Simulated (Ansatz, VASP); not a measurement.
**P in VASP and in Ansatz**

```
P
1.0
     1.70693    0.98550    2.80786
    -1.70693    0.98550    2.80786
     0.00000   -1.97099    2.80786
P
2
Direct
  0.23933 0.23933 0.23933
  0.76067 0.76067 0.76067
```

Alike in both runs: functional PBE; dispersion D3(BJ); k mesh 16 × 16 × 16; occupations gaussian, width 0.05 eV; no spin polarisation.

Ansatz relaxed the structure, and its values are those at the end. VASP's run is a single point on that final structure, the one shown.

```csv
,VASP,Ansatz
version,VASP 6.6.1,Ansatz 0.2.0
potentials or method,"VASP PAW PBE potentials, release 64 (P)","scalar-relativistic, plane waves, PAW"
plane-wave cutoff (eV),520,420
valence electrons in the cell,10,10
```

|  | VASP | Ansatz | Ansatz less VASP |
| --- | --- | --- | --- |
| gap on the k mesh at the Fermi level (eV) | none | none | - |
| pressure (GPa) | 0.5 | 0.8 | +0.32 |
| rms of the force components (eV/Å) | 0.020 | 0.000 | -0.0204 |

A gap of «none» marks a metal or a gap that the smearing closes.

Caveats: pairwise dispersion overbinds metals, which lowers pressure and volume.
